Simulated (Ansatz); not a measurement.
## A strain series on CdSe (wurtzite): epitaxial in the xy plane

CdSe built on the wurtzite prototype, relaxed with r2SCAN in Ansatz, then strained (epitaxial in the xy plane; changes of length per length, axes as in the cell below) with the atoms relaxed again within the symmetry that is left. It is hexagonal, P6_3mc (No. 186); conventional cell a = 4.341 Å, c = 7.077 Å, 28.87 Å³ an atom. Cd is surrounded by 4 Se at 2.66 Å; Se is surrounded by 4 Cd at 2.66 Å. No spin polarisation and no zero-point or thermal motion.

```yaml
crystal:
  lattice:
    - [4.34072, 0.00000, 0.00000]
    - [-2.17036, 3.75918, 0.00000]
    - [0.00000, 0.00000, 7.07665]
  atoms:
    - { symbol: Cd, position: [0.33333, 0.66667, 0.99952] }
    - { symbol: Cd, position: [0.66667, 0.33333, 0.49952] }
    - { symbol: Se, position: [0.33333, 0.66667, 0.37548] }
    - { symbol: Se, position: [0.66667, 0.33333, 0.87548] }
```

Gaps are the least over each mesh (PBE 12×12×4, r2SCAN 12×12×4, HSE06 6×6×4 when unstrained) and the special points, which keep their unstrained names; stress is the change from the unstrained cell, compression positive.

```
strain (%)  free normal strain (%)  gap, PBE (eV)  gap, r2SCAN (eV)  gap, HSE06 (eV)  edges, HSE06  in-plane stress, r2SCAN (GPa)  energy rise, r2SCAN (meV/atom)
      -5.0                   +4.54          0.411             0.889            1.332             Γ                          +4.41                            38.6
     -1.76                   +1.62          0.578             1.067            1.510             Γ                          +1.47                             4.6
       0.0                    0.00          0.612             1.105            1.544             Γ                           0.00                             0.0
      +1.5                   -1.35          0.558             1.051            1.484             Γ                          -1.22                             3.4
```

Problem. Estimate the row for a strain of +0.5 %.

Solution.
```
strain (%)  free normal strain (%)  gap, PBE (eV)  gap, r2SCAN (eV)  gap, HSE06 (eV)  edges, HSE06  in-plane stress, r2SCAN (GPa)  energy rise, r2SCAN (meV/atom)
      +0.5                   -0.46          0.615             1.110            1.547             Γ                          -0.41                             0.4
```

Between zero and the nearest strains the slope of the HSE06 gap against strain is +0.020 eV per percent for negative and +0.006 for positive strain.

Spin-orbit coupling is left out.

The meshes of the hybrids are coarse, so their gaps aren't converged to the digits shown.
